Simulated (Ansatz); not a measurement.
# Ni: competing magnetic orders, part 2 of 3

Aim: compare arrangements of the moments in a cell of Ni: parallel, none, and patterns of up and down. Methods of the runs shown: PAW and LAPW. Its runs: parallel moments (PAW and LAPW); no spin polarisation (PAW); moments start +- (PAW and LAPW).

Ansatz 0.2.0; DFT LDA; a Materials Project cell.

### 3 Parallel moments, LAPW

This is Ni in the bcc structure; at room conditions it is fcc.

File input.yaml:

```yaml
crystal:
  lattice:
    - [-1.38371547, 1.38371547, 1.38371547]
    - [1.38371547, -1.38371547, 1.38371547]
    - [2.76743094, 2.76743094, 0.0]
  atoms:
    - { symbol: Ni, position: [0.0, 0.0, 0.0], spin: 1.5 }
    - { symbol: Ni, position: [0.5, 0.5, 0.5], spin: 1.5 }
magnetization:
  spin_polarized: true
kpoints:
  mp_grid: { grid: [13, 13, 8] }
scf:
  occupations: { method: fermi_dirac, width: 0.05 }
  lower_state_search: "off"
hamiltonian:
  xc: lda
  pseudopotentials: { kind: all_electron, lapw: { basis_error: 0.001 } }
output:
  forces: true
  stress: true
  eigenvalues: true
  populations: true
```

Command:

```console
$ ansatz run input.yaml --threads 1 --pin off --max-ram 3072MiB --backend cpu --events-out ev --progress --plain --runs-dir out
```

Standard output:

```text
Ni: projections on atomic orbitals take those of the free atom 1s2 2s2 2p6 3s2 3p6 3d8 4s2, of charge +0.00 (hamiltonian.pseudopotentials.projection_atoms)
LAPW: plane waves up to 9.434 Å⁻¹, error target 1.0e-3 eV per atom; small_component_spin mean_spin; Ni in spheres of 1.198 Å, 18 of its electrons in bands, Dirac shells []
Engine: ansatz 0.2.0
Pseudopotentials: kind: all_electron
Pseudopotential: Ni, LAPW, valence charge 18, Koelling and Harmon's equation, gaussian nucleus
Functional definition: SPW92
  exchange = slater_x
  correlation = pw_c
Crystal: 2 atoms, lattice volume = 21.195 Å³
Basis set: ecut = 339.1005168622164 eV, 291 PW (Γ), exchange–correlation at level 2
Bands: 24, of which v1, the nominal top of the filled ones, is band 18 counted from 1 (17 counted from 0)
Symmetry: 16 space group operations
Space group: Im-3m (ITA 229), of the structure as read, at distance tolerance 2.8e-5 Å
Magnetic group: BNS 229.140 (UNI 1642), of the structure as read, at distance tolerance 2.8e-5 Å
k-points: 245 of 1352
Non-local potential: Ni, projectors of the file, none
Initial density: superposition of atomic densities (chi_scale 0.1, normalization cell)
Starting moments: Σ|m| = 3 μB on 2 of 2 sites
Initial wavefunctions: plane waves of lowest kinetic energy (no species holds an atomic orbital)
Functional: x = slater, c = lda
iter 1 solved again at ethr=4.88e-6 eV; its pass at ethr=1.00e-1 eV (dr2=1.76e-3 eV) is discarded
SCF iter   1: F=—  HF=-82632.758262 eV  |F-HF|=—  |Δ(HF+E_count)|=         —  Δρ=4.03e-2 (↑3.90e-2 ↓4.03e-2)  dr2=1.65e-3  dr2_m=3.05e-1  M=1.475 μB ∫|m|=1.605 μB  β_m=0.30  ethr=4.88e-6  ⟨swp⟩=4.0  Hψ=95955  notcnv=0
preconditioner: auto → none  [metal: Δε(μ)=0.002 eV  Ē_g=11.820 eV  σ=0.050 eV  W_gap=0.01  n_scr=6 (ndim 8)  ℏωp=36.1 eV  f_vac=0.000  D(μ)=3.96/eV (n_scr^D=82)  sad-step TF]
SCF iter   2: F=—  HF=-82632.857339 eV  |F-HF|=—  |Δ(HF+E_count)|=   9.91e-2  Δρ=2.97e-2 (↑2.94e-2 ↓2.97e-2)  dr2=2.93e-4  dr2_m=1.70e-1  M=1.410 μB ∫|m|=1.542 μB  β_m=0.30  ethr=4.57e-6  ⟨swp⟩=3.0  Hψ=34319  notcnv=0
SCF iter   3: F=—  HF=-82632.915686 eV  |F-HF|=—  |Δ(HF+E_count)|=   5.83e-2  Δρ=2.29e-2 (↑2.23e-2 ↓2.29e-2)  dr2=3.13e-4  dr2_m=9.90e-2  M=1.343 μB ∫|m|=1.475 μB  β_m=0.30  ethr=8.13e-7  ⟨swp⟩=3.0  Hψ=35194  notcnv=0
iter 4 solved again at ethr=2.75e-8 eV; its pass at ethr=8.13e-7 eV (dr2=9.91e-6 eV) is discarded
SCF iter   4: F=—  HF=-82632.949493 eV  |F-HF|=—  |Δ(HF+E_count)|=   3.38e-2  Δρ=1.69e-2 (↑1.69e-2 ↓1.68e-2)  dr2=9.91e-6  dr2_m=5.51e-2  M=1.306 μB ∫|m|=1.435 μB  β_m=0.30  ethr=2.75e-8  ⟨swp⟩=2.0  Hψ=58757  notcnv=0
SCF iter   5: F=—  HF=-82632.969981 eV  |F-HF|=—  |Δ(HF+E_count)|=   2.05e-2  Δρ=1.30e-2 (↑1.27e-2 ↓1.30e-2)  dr2=2.94e-5  dr2_m=3.21e-2  M=1.269 μB ∫|m|=1.394 μB  β_m=0.30  ethr=2.75e-8  ⟨swp⟩=3.0  Hψ=37178  notcnv=0
SCF iter   6: F=—  HF=-82632.982027 eV  |F-HF|=—  |Δ(HF+E_count)|=   1.20e-2  Δρ=9.76e-3 (↑9.67e-3 ↓9.76e-3)  dr2=4.73e-6  dr2_m=1.83e-2  M=1.245 μB ∫|m|=1.365 μB  β_m=0.30  ethr=2.75e-8  ⟨swp⟩=3.0  Hψ=37261  notcnv=0
SCF iter   7: F=—  HF=-82632.989307 eV  |F-HF|=—  |Δ(HF+E_count)|=         —  Δρ=7.49e-3 (↑7.39e-3 ↓7.49e-3)  dr2=4.77e-6  dr2_m=1.08e-2  M=1.223 μB ∫|m|=1.339 μB  β_m=0.30  ethr=1.31e-8  ⟨swp⟩=3.0  Hψ=37316  notcnv=0
the basis was enlarged: its passes take 480.0 KiB over the memory plan, 2 of 2 planned eigensolver slots
SCF iter   8: F=—  HF=-82632.993675 eV  |F-HF|=—  |Δ(HF+E_count)|=   4.37e-3  Δρ=5.82e-3 (↑5.74e-3 ↓5.82e-3)  dr2=2.97e-6  dr2_m=6.49e-3  M=1.204 μB ∫|m|=1.315 μB  β_m=0.30  ethr=1.31e-8  ⟨swp⟩=3.0  Hψ=37259  notcnv=0
Mixer restart at iter 8: flushing history
spin-set hold released at iteration 8 (site moments contracting): the magnetisation degrees of freedom join the quasi-Newton model from the next iteration; the mixer history was flushed
SCF iter   9: F=—  HF=-82632.996415 eV  |F-HF|=—  |Δ(HF+E_count)|=   2.74e-3  Δρ=4.58e-3 (↑4.53e-3 ↓4.58e-3)  dr2=8.03e-7  dr2_m=4.03e-3  M=1.187 μB ∫|m|=1.295 μB  β_m=0.52  ethr=8.26e-9  ⟨swp⟩=3.0  Hψ=37070  notcnv=0
SCF iter  10: F=—  HF=-82633.001894 eV  |F-HF|=—  |Δ(HF+E_count)|=   5.48e-3  Δρ=1.57e-3 (↑1.22e-3 ↓1.57e-3)  dr2=3.39e-5  dr2_m=3.68e-4  M=1.109 μB ∫|m|=1.203 μB  β_m=0.48  ethr=2.23e-9  ⟨swp⟩=3.7  Hψ=40448  notcnv=0
SCF iter  11: F=—  HF=-82633.002388 eV  |F-HF|=—  |Δ(HF+E_count)|=   4.94e-4  Δρ=5.62e-4 (↑5.62e-4 ↓3.51e-4)  dr2=7.33e-6  dr2_m=3.95e-5  M=1.072 μB ∫|m|=1.162 μB  β_m=0.47  ethr=2.23e-9  ⟨swp⟩=3.5  Hψ=39861  notcnv=0
SCF iter  12: F=—  HF=-82633.002533 eV  |F-HF|=—  |Δ(HF+E_count)|=   1.45e-4  Δρ=1.90e-4 (↑1.90e-4 ↓1.77e-4)  dr2=1.37e-7  dr2_m=6.50e-6  M=1.048 μB ∫|m|=1.133 μB  β_m=0.74  ethr=2.23e-9  ⟨swp⟩=3.0  Hψ=35048  notcnv=0
SCF iter  13: F=—  HF=-82633.002607 eV  |F-HF|=—  |Δ(HF+E_count)|=   7.42e-5  Δρ=2.21e-4 (↑2.17e-4 ↓2.21e-4)  dr2=4.12e-8  dr2_m=9.26e-6  M=1.006 μB ∫|m|=1.082 μB  β_m=0.85  ethr=3.81e-10  ⟨swp⟩=4.0  Hψ=43515  notcnv=0
SCF iter  14: F=—  HF=-82633.002626 eV  |F-HF|=—  |Δ(HF+E_count)|=   1.91e-5  Δρ=1.27e-4 (↑1.27e-4 ↓1.27e-4)  dr2=3.36e-9  dr2_m=3.11e-6  M=1.014 μB ∫|m|=1.090 μB  β_m=0.91  ethr=1.14e-10  ⟨swp⟩=3.0  Hψ=37320  notcnv=0
SCF iter  15: F=—  HF=-82633.002633 eV  |F-HF|=—  |Δ(HF+E_count)|=   7.48e-6  Δρ=5.62e-5 (↑5.62e-5 ↓5.56e-5)  dr2=1.63e-9  dr2_m=6.06e-7  M=1.020 μB ∫|m|=1.097 μB  β_m=0.90  ethr=9.35e-12  ⟨swp⟩=3.6  Hψ=39470  notcnv=0
SCF iter  16: F=—  HF=-82633.002635 eV  |F-HF|=—  |Δ(HF+E_count)|=   1.43e-6  Δρ=2.52e-5 (↑2.52e-5 ↓2.48e-5)  dr2=7.39e-10  dr2_m=1.21e-7  M=1.022 μB ∫|m|=1.100 μB  β_m=0.95  ethr=4.54e-12  ⟨swp⟩=3.1  Hψ=37412  notcnv=0
SCF iter  17: F=—  HF=-82633.002635 eV  |F-HF|=—  |Δ(HF+E_count)|=   2.93e-7  Δρ=1.02e-5 (↑1.02e-5 ↓1.01e-5)  dr2=2.35e-10  dr2_m=1.99e-8  M=1.024 μB ∫|m|=1.101 μB  β_m=0.97  ethr=2.05e-12  ⟨swp⟩=3.0  Hψ=37310  notcnv=0
SCF iter  18: F=-82633.002635 eV  HF=-82633.002635 eV  |F-HF|=1.89e-10  |Δ(HF+E_count)|=   5.28e-8  Δρ=8.54e-7 (↑8.36e-7 ↓8.54e-7)  dr2=2.27e-11  dr2_m=1.32e-10  M=1.024 μB ∫|m|=1.102 μB  ethr=1.48e-12 (applied; sched 1.00e-12)  ⟨swp⟩=3.0  Hψ=37304  notcnv=0
SCF 1 converged in 18 iterations: F = -82633.002635 eV  dr2 = 2.27e-11
SCF converged after 18 iterations
Magnetization: 1.0243 μB (18.5122 up, 17.4878 down)
Absolute magnetization: 1.1023 μB (∫|ρ↑−ρ↓|)
Spin contamination: 0.0060 ħ² per cell (⟨S²⟩ above its minimum at these occupations)
Per-site moments (μB) at R_I (Å): [(0.5271802500951441, 1.198332730772969), (0.5271802500951441, 1.198332730772969)]
Free energy (F): -82633.002635 eV
Harris-Foulkes:  -82633.002635 eV  (|F-HF|=1.89e-10)
Internal energy: -82632.971619 eV  (E = F + TS)
E sigma→0 (E₀):  -82632.987127 eV
Entropy (-TS):   -0.031016 eV (-15.508 meV/atom)
Fermi energy:    18.300284 eV
--- Per-component energies (eV) ---
  E_band       = -549.601396
  E_kinetic    = 83916.793560
  E_xc         = -3326.716930
  E_electrostatic = -163223.048249  (all electrons and nuclei)
  E_smearing   = -0.031016  (= −TS)
  E_closure    = 0.000000  (closes the sum)
  E_atoms      = -82616.701191  (free atoms, spherical and without spin; not in F)
  Σ components = -82633.002635   (vs F -82633.002635, Δ=0.00e0)
  Basis errors (estimates in eV, not in F): energy 2.8e-4 per atom: plane waves 2.5e-4 (1.3e-4 summed), levels above the bands 7.0e-118, relativity 4.2e-9, radial functions 3.7e-5, core shells 7.1e-10; eigenvalues (radial functions only) 8.7e-7; not estimated: angular momenta, meshes, grids; target (lapw.basis_error) 1.0e-3; muffin-tin radii Ni 1.198 Å
--- Forces (eV/Å), atoms counted from 1 ---
  atom   1  Ni     0.00000000     0.00000000     0.00000000
  atom   2  Ni     0.00000000     0.00000000     0.00000000
  max |Σ_I F_I| component: 3.94e-31 eV/Å
--- Stress (GPa, compression-positive) ---
      -10.568588      -0.181658       0.000000
       -0.181658     -10.568588       0.000000
        0.000000       0.000000     -10.479523
  P = ⅓ Tr σ = -10.5389 GPa (-105.389 kbar)
--- Band table (eV; the first three rows and the last of 490) ---
  k-point 0 ↑: bands = ["-84.2351", "-84.1915", "-45.1592", "-44.9925", "-44.9041", "-44.9039", "-44.9023", "-44.9011", "9.1575", "13.5333", "15.0216", "15.9900", "15.9918", "15.9921", "17.3821", "17.4576", "17.4579", "17.6202", "18.3725", "18.4930", "24.9713", "37.5300", "38.4874", "42.2668"]
  k-point 1 ↑: bands = ["-84.2334", "-84.1931", "-45.1496", "-44.9891", "-44.9139", "-44.9073", "-44.9023", "-44.9011", "9.3227", "13.4809", "15.0565", "15.9530", "15.9890", "16.0675", "17.3449", "17.4177", "17.4609", "17.6106", "17.8792", "18.2644", "25.9642", "37.7292", "38.7622", "42.3170"]
  k-point 2 ↑: bands = ["-84.2287", "-84.1979", "-45.1223", "-44.9796", "-44.9419", "-44.9169", "-44.9021", "-44.9012", "9.8086", "13.2222", "15.1568", "15.8426", "15.9706", "16.2927", "16.7267", "17.3249", "17.3497", "17.4708", "17.5850", "17.9663", "28.2327", "38.3172", "39.5591", "40.7156"]
  k-point 244 ↓: bands = ["-83.5407", "-83.5407", "-44.5083", "-44.5083", "-44.4279", "-44.4279", "-44.3876", "-44.3876", "14.7777", "14.7777", "15.2738", "15.2738", "16.8742", "16.8742", "17.4496", "17.4496", "18.8366", "18.8366", "22.7732", "22.7732", "26.6022", "26.6022", "32.2199", "32.2199"]
--- Löwdin populations: 2 sites ---
  site symbol       q [e]    m [muB]
     0     Ni     27.7820     0.5286
     1     Ni     27.7820     0.5286
  spilling = 0.007787 (of n_electrons = 56.000000)
```

Wall time 2 min (1 thread of Intel Xeon 6975P-C (Granite Rapids), shared host); peak memory 1 GiB.

In short: total moment 1.02 μB; site moments Ni1 0.53, Ni2 0.53 μB; pressure -10.54 GPa; no gap.

### 4 No spin polarisation, PAW

File input.yaml:

```yaml
crystal:
  lattice:
    - [-1.38371547, 1.38371547, 1.38371547]
    - [1.38371547, -1.38371547, 1.38371547]
    - [2.76743094, 2.76743094, 0.0]
  atoms:
    - { symbol: Ni, position: [0.0, 0.0, 0.0] }
    - { symbol: Ni, position: [0.5, 0.5, 0.5] }
kpoints:
  mp_grid: { grid: [13, 13, 8] }
scf:
  occupations: { method: fermi_dirac, width: 0.05 }
  lower_state_search: "off"
hamiltonian:
  xc: lda
  pseudopotentials: { kind: paw }
output:
  forces: true
  stress: true
  eigenvalues: true
```

Command:

```console
$ ansatz run input.yaml --threads 1 --pin off --max-ram 3072MiB --backend cpu --events-out ev --progress --plain --runs-dir out
```

Standard output, cut to the lines that bear on the results:

```text
[...]
Pseudopotentials: kind: paw
Pseudopotential: Ni, paw, valence charge 18, recommended cutoff 420 eV (normal)
Functional definition: SPW92
[...]
Crystal: 2 atoms, lattice volume = 21.195 Å³
Basis set: ecut = 420 eV, 395 PW (Γ)
Bands: 22, of which v1, the nominal top of the filled ones, is band 18 counted from 1 (17 counted from 0)
Symmetry: 16 space group operations
[...]
Fermi energy:    18.133072 eV
[...]
--- Forces (eV/Å), atoms counted from 1 ---
  atom   1  Ni     0.00000000     0.00000000     0.00000000
  atom   2  Ni     0.00000000     0.00000000     0.00000000
[...]
--- Stress (GPa, compression-positive) ---
      -11.902625       0.135894       0.000000
        0.135894     -11.902625       0.000000
        0.000000      -0.000000     -12.132804
  P = ⅓ Tr σ = -11.9794 GPa (-119.794 kbar)
--- Band table (eV; the first three rows and the last of 245) ---
[... band rows left out ...]
[...]
```

It took 4 s on 1 thread of Intel Xeon 6975P-C (Granite Rapids), shared host; peak memory 0.39 GiB.

In short: pressure -11.98 GPa; no gap.

(Continued in part 3 of 3.)
